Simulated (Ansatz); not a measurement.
Input and command of a plane-wave DFT calculation in Ansatz:

```yaml
crystal:
  lattice:
    - [0.0, 3.06215, 3.06215]
    - [3.06215, 0.0, 3.06215]
    - [3.06215, 3.06215, 0.0]
  atoms:
    - { symbol: Pb, position: [0.0, 0.0, 0.0] }
    - { symbol: Se, position: [0.5, 0.4265222148, 0.5] }
basis:
  ecutwfc: 500
kpoints:
  mp_grid: { grid: [10, 10, 10] }
hamiltonian:
  xc: r2scan
scf:
  occupations: { method: gaussian, width: 0.05 }
output:
  forces: true
  stress: true
  eigenvalues: true
```

```bash
ansatz run input.yaml --threads 1 --pin off --max-ram 2560MiB --backend cpu --events-out ev --progress --plain --runs-dir out
```

Processor: Arm Neoverse V1, 1 thread, on a host shared with other jobs.

Question: Estimate time, memory and problem size.

Answer: About 46 s on 1 thread of Arm Neoverse V1 (shared host), peak memory 0.61 GiB. It solves 19 bands at 171 k points (the mesh reduced by symmetry) with about 1459 plane waves, in 6 SCF iterations.
